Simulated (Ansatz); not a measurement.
Runs of Ansatz 0.2.0 on Mo. The structure is cubic, space group Im-3m (No. 229). Conventional cell: a = 3.168 Å, b = 3.168 Å, c = 3.168 Å, α = 90.00°, β = 90.00°, γ = 90.00°. Mo (site symmetry m-3m) is surrounded by 8 Mo at 2.74 Å. 

```csv
task,cell,k mesh,cutoff (eV),smearing,basis error allowed,mesh quality,gap on the mesh (eV),pressure (GPa)
single point,as given,12 × 12 × 12,249,gaussian 0.028 eV,0.001 eV/atom,not flagged,none,-1.9
single point,as given,5 × 5 × 5,213,fermi-dirac 0.02 eV,0.004 eV/atom,coarse,none,(a)
single point,as given,12 × 12 × 12,249,gaussian 0.021 eV,0.001 eV/atom,not flagged,none,-1.9
single point,as given,8 × 8 × 8,231,fermi-dirac 0.03 eV,0.002 eV/atom,coarse,none,-1.1
relaxation of cell and atoms,relaxed,12 × 12 × 12,-,fermi-dirac 0.05 eV,0.001 eV/atom,not flagged,-,0.0
```

Alike in all rows: level PBE; potentials or basis all-electron LAPW, scalar-relativistic; no spin polarisation.

Q: Estimate the missing entries.

A: (a) -4.1.

Caveats: some runs use coarse meshes; the k mesh is thin for a metal, which can move the energy by tens of meV per atom (some runs).

A k mesh can miss the band edges, and the runs leave out spin-orbit coupling on Mo.

A gap of «none» marks a metal or a gap under the smearing width.

The runs don't all hold the same shells in valence.
